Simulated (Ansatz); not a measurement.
Runs of Ansatz 0.2.0 on ZnSe (Stilleite). It takes space group F-43m (No. 216, cubic). Conventional cell: a = 5.668 Å, b = 5.668 Å, c = 5.668 Å, α = 90.00°, β = 90.00°, γ = 90.00°. Around Se (site symmetry -43m) lie 4 Zn at 2.45 Å. Around Zn (site symmetry -43m) lie 4 Se at 2.45 Å. 

| task | level | cell | cutoff (eV) | gap on the mesh (eV) | pressure (GPa) | relaxed volume (Å³/atom) |
| --- | --- | --- | --- | --- | --- | --- |
| relaxation of cell and atoms | RPBE+D4 | relaxed | - | 1.51 | 0.0 | 22.47 |
| band structure | revPBE | as given | 311 | 1.41 | (c) | - |
| relaxation of cell and atoms | RPBE+D3(BJ) | relaxed | - | (a) | 0.0 | 20.81 |
| relaxation of cell and atoms | PBEsol | relaxed | - | (b) | 0.0 | 22.35 |

Alike in all rows: potentials or basis all-electron LAPW, scalar-relativistic; no spin polarisation; k mesh 8 × 8 × 8; smearing fermi-dirac 0.05 eV; basis error allowed 0.001 eV/atom.

Task: Estimate the missing entries.

Result: (a) 1.83; (b) 1.24; (c) 3.8.

A k mesh can miss the band edges, and the runs leave out spin-orbit coupling on Se.

Runs at the PBE level aren't shown here.
